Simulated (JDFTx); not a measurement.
CoO under changes of volume

One of the cells (9.684 Å³/atom); the others are scaled copies at fixed shape and fractional positions:

```
Co O
1.0
     0.00000    2.13150    2.13150
     2.13150    0.00000    2.13150
     2.13150    2.13150    0.00000
Co O
1 1
Direct
  0.00000 0.00000 0.00000
  0.50000 0.50000 0.50000
```

| Quantity | Value |
| --- | --- |
| Program | JDFTx 1.7.0 (patched build) |
| Functional | PBEsol |
| Potentials or basis | PseudoDojo-SR-PBEsol-0.4.1-standard with smoothed tails |
| Cutoff | 1306 eV |
| Density cutoff | 10449 eV |
| k mesh | 11 × 11 × 11 |
| Occupations | fermi-dirac, width 0.05 eV |
| Spin | collinear spin, ferromagnetic start |
| Starting moments | [2.0, 0.0] μB |

| volume (Å³/atom) | energy over the lowest point (meV/atom) | pressure (GPa) | moment (μB per cell) |
| --- | --- | --- | --- |
| 9.103 | 0.00 | -0.6 | 2.87 |
| 9.297 | ? | ? | ? |
| 9.490 | 10.32 | -7.8 | 2.96 |
| 9.684 | 21.71 | -11.1 | 2.98 |
| 9.878 | 37.01 | -14.1 | 2.99 |
| 10.071 | 55.86 | -16.8 | 3.00 |
| 10.265 | 77.87 | -19.3 | 3.00 |

Question: What does the run at 9.297 Å³/atom give?

Answer: Energy over the lowest point 3.03 meV/atom; pressure -4.4 GPa; moment 2.92 μB per cell.

Worked out: A Birch-Murnaghan fit of order 3 (a polynomial in V^(-2/3)) to the other rows has its minimum at 9.08 Å³/atom, just outside them, with B0 = V·E''(V) = 186 GPa (rough, since the energies scatter). It gives 2.95 meV/atom at 9.297 Å³/atom, against the run's 3.03, and -dE/dV = -4.3 GPa, against -4.4. A parabola through the other rows of the moment, of slope 0.211 μB per Å³/atom there, gives 2.92 μB, against the run's 2.92.

Energies are extrapolated to zero smearing.

Caveats: a cell with one magnetic atom can't hold antiferromagnetic order, which such compounds often take.
